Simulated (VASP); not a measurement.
# ZnCu (Pm-3m) in VASP: further runs, part 2 of 2

VASP 6.6.1. The steps go on from the part before.

**3. Single point, PBE**

INCAR

```
SYSTEM = ZnCu
PREC     = Accurate       ! precision mode
ENCUT    = 520            ! plane-wave cutoff, eV
EDIFF    = 1E-6           ! SCF threshold, eV
ISMEAR   = 0              ! smearing method
SIGMA    = 0.1            ! smearing width, eV
LREAL    = .FALSE.        ! projectors in reciprocal space
LASPH    = .TRUE.         ! aspherical terms in the spheres
NELM     = 100            ! most SCF steps
ALGO     = Normal         ! electronic algorithm
ISIF     = 2              ! what is computed and relaxed
LWAVE    = .FALSE.        ! write WAVECAR
LCHARG   = .FALSE.        ! write CHGCAR
GGA      = PE             ! functional
NBANDS   = 18             ! bands
```

KPOINTS

```
regular mesh
0
G
  9 9 9
  0 0 0
```

POSCAR

```
ZnCu
1.0
    2.9450000000      0.0000000000      0.0000000000
    0.0000000000      2.9450000000      0.0000000000
    0.0000000000      0.0000000000      2.9450000000
Zn Cu
1 1
Direct
    0.5000000000      0.5000000000      0.5000000000
    0.0000000000      0.0000000000      0.0000000000
```

Potentials or basis: VASP PAW PBE potentials, release 64 (Zn, Cu).

Launch:

```
> cat potpaw_PBE.64/Zn/POTCAR potpaw_PBE.64/Cu/POTCAR > POTCAR
> mpirun -np 1 vasp_std > vasp.out
```

OUTCAR:

```text
SYSTEM = ZnCu
   PREC = Accurate
   ENCUT = 520
   EDIFF = 1E-6
   ISMEAR = 0
   LREAL = .FALSE.
   LASPH = .TRUE.
   NELM = 100
   ISIF = 2
   GGA = PE

 ion  position               nearest neighbor table
   1  0.500  0.500  0.500-   2 2.55   2 2.55   2 2.55   2 2.55   2 2.55   2 2.55   2 2.55   2 2.55

   2  0.000  0.000  0.000-   1 2.55   1 2.55   1 2.55   1 2.55   1 2.55   1 2.55   1 2.55   1 2.55

  LATTYP: Found a simple cubic cell.
 ALAT       =     2.9450000000

  Lattice vectors:

 A1 = (   2.9450000000,   0.0000000000,   0.0000000000)
 A2 = (   0.0000000000,   2.9450000000,   0.0000000000)
 A3 = (   0.0000000000,   0.0000000000,   2.9450000000)

Analysis of symmetry for initial positions (statically):
=====================================================================
 Subroutine PRICEL returns:
 Original cell was already a primitive cell.

 Routine SETGRP: Setting up the symmetry group for a
 simple cubic supercell.

 Subroutine GETGRP returns: Found 48 space group operations
 (whereof 48 operations were pure point group operations)
 out of a pool of 48 trial point group operations.

The static configuration has the point symmetry O_h .

[... 160 lines left out ...]
  energy without entropy =       -4.99326331  energy(sigma->0) =       -4.99428851

 E-fermi :   5.6166     XC(G=0): -12.4012

 val. band max:        5.5390345151   @ k =   0.3333   0.3333   0.0000
 cond. band min:       5.7280835332   @ k =   0.4444   0.4444   0.2222
 fundamental gap:      0.1890490181
 Fermi energy:         5.6166302671

 k-point     1 :       0.0000    0.0000    0.0000
  band No.  band energies     occupation
      1      -4.7961      2.00000
      2      -2.3065      2.00000
      3      -2.3065      2.00000
      4      -1.6114      2.00000
      5      -1.6114      2.00000
      6      -1.6114      2.00000
[... 481 lines left out ...]
      5      -1.5268      2.00000
      6       0.4694      2.00000
[... 10 lines left out ...]
     17      20.8371      0.00000
     18      21.9627      0.00000

 [... further k-points ...]

------------------------ aborting loop because EDIFF is reached ----------------------------------------

  FORCE on cell =-STRESS in cart. coord.  units (eV):
  Direction    XX          YY          ZZ          XY          YZ          ZX
  --------------------------------------------------------------------------------------
  -------------------------------------------------------------------------------------
  Total        0.4869488      0.4869488      0.4869488     -0.0000000     -0.0000000      0.0000000
  in kB       30.5448491     30.5448491     30.5448491     -0.0000000     -0.0000000      0.0000000
  external PRESSURE =      30.5448491 kB  Pullay stress =       0.0000000 kB

 VOLUME and BASIS-vectors are now :
 -----------------------------------------------------------------------------
  energy-cutoff  :      520.00
  volume of cell :       25.54
      direct lattice vectors                 reciprocal lattice vectors
     2.945000000  0.000000000  0.000000000     0.339558574  0.000000000  0.000000000
     0.000000000  2.945000000  0.000000000     0.000000000  0.339558574  0.000000000
     0.000000000  0.000000000  2.945000000     0.000000000  0.000000000  0.339558574

 POSITION                                       TOTAL-FORCE (eV/Angst)
 -----------------------------------------------------------------------------------
      1.47250      1.47250      1.47250         0.000000      0.000000      0.000000
      0.00000      0.00000      0.00000         0.000000      0.000000      0.000000
 -----------------------------------------------------------------------------------
    total drift:                                0.000000      0.000000     -0.000000

  FREE ENERGIE OF THE ION-ELECTRON SYSTEM (eV)
  ---------------------------------------------------
  free  energy   TOTEN  =        -4.9953137022 eV

  energy  without entropy=       -4.9932633089  energy(sigma->0) =       -4.99428851
```

OSZICAR:

```text
N       E                     dE             d eps       ncg     rms          rms(c)
DAV:   1     0.111895340954E+03    0.11190E+03   -0.11365E+04  1388   0.212E+03
DAV:   2    -0.131612624187E+01   -0.11321E+03   -0.10794E+03  1266   0.295E+02
DAV:   3    -0.603953580259E+01   -0.47234E+01   -0.46846E+01  1436   0.756E+01
DAV:   4    -0.607855573131E+01   -0.39020E-01   -0.39002E-01  1490   0.623E+00
DAV:   5    -0.607909019347E+01   -0.53446E-03   -0.53445E-03  1428   0.752E-01    0.953E+00
DAV:   6    -0.594150366002E+01    0.13759E+00   -0.14477E+01  1346   0.911E+01    0.606E+00
DAV:   7    -0.500564901225E+01    0.93585E+00   -0.31728E+00  1354   0.872E+01    0.224E+00
DAV:   8    -0.500392650502E+01    0.17225E-02   -0.13083E-01  1714   0.471E+00    0.122E+00
DAV:   9    -0.499534008568E+01    0.85864E-02   -0.11055E-02  1410   0.234E+00    0.640E-02
DAV:  10    -0.499532732025E+01    0.12765E-04   -0.80374E-04  1924   0.607E-01    0.507E-02
DAV:  11    -0.499531533554E+01    0.11985E-04   -0.11261E-04  1480   0.301E-01    0.887E-03
DAV:  12    -0.499531395215E+01    0.13834E-05   -0.79224E-06  1520   0.565E-02    0.733E-04
DAV:  13    -0.499531370216E+01    0.25000E-06   -0.21360E-07   686   0.573E-03
   1 F= -.49953137E+01 E0= -.49942885E+01  d E =-.205039E-02
```

Wall time 8.4 s (1 thread of Intel Xeon 6975P-C (Granite Rapids), shared host); peak memory 0.13 GiB.

What came out:

```yaml
Free_energy: -4.9953 eV
Pressure: 3.1 GPa
Band_gap_on_the_k_mesh: none (metal or under the smearing width)
```

Levels at points of the mesh, in eV from the Fermi level:
```tsv
k point	band 8	band 9	band 10	band 11	band 12	band 13	band 14	band 15
(0.00, 0.00, 0.00)	-3.65	-2.81	-2.81	-2.81	6.16	6.16	6.16	11.18
```
